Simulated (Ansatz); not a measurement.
MgO: the gap under strain

MgO, Fm-3m, a = 4.204 Å. Ansatz: r2SCAN, PAW, 500 eV, Γ-centred 8×8×6 mesh on 4 atoms, Gaussian smearing 0.02 eV; no spin polarisation. Series: biaxial strain in the a-b plane, c and atoms relaxed; x is the strain in per cent. The axes a, b, c are those of the computed cell (2.973, 2.973, 4.204 Å), along [1 1 0], [-1 1 0], [0 0 1] of the cell named above. The gap is sought over the whole zone.

| x (%) | gap y (eV) |
| --- | --- |
| -3.0 | 6.036 |
| -2.0 | ? |
| -1.0 | 5.803 |
| 0.0 | 5.684 |
| 1.0 | 5.529 |
| 2.0 | 5.373 |
| 3.0 | 5.217 |

Question: Fit y = E0 + c1 x + c2 x² to the other rows, give the deformation potential for this strain, and predict the missing gap.

Answer: Least squares on the rows shown. y = 5.6749 − 0.13710 x − 0.0055595 x². The deformation potential is 100 c1 = -13.71 eV per unit strain. At x = -2.0 the fit asked for gives 5.927 eV. The run gave 5.920 eV, so the fit is 0.007 eV too high, within twice the rms miss on the fitted rows (0.005 eV).

Semilocal functionals give gaps under the measured ones; changes of the gap mostly carry over better.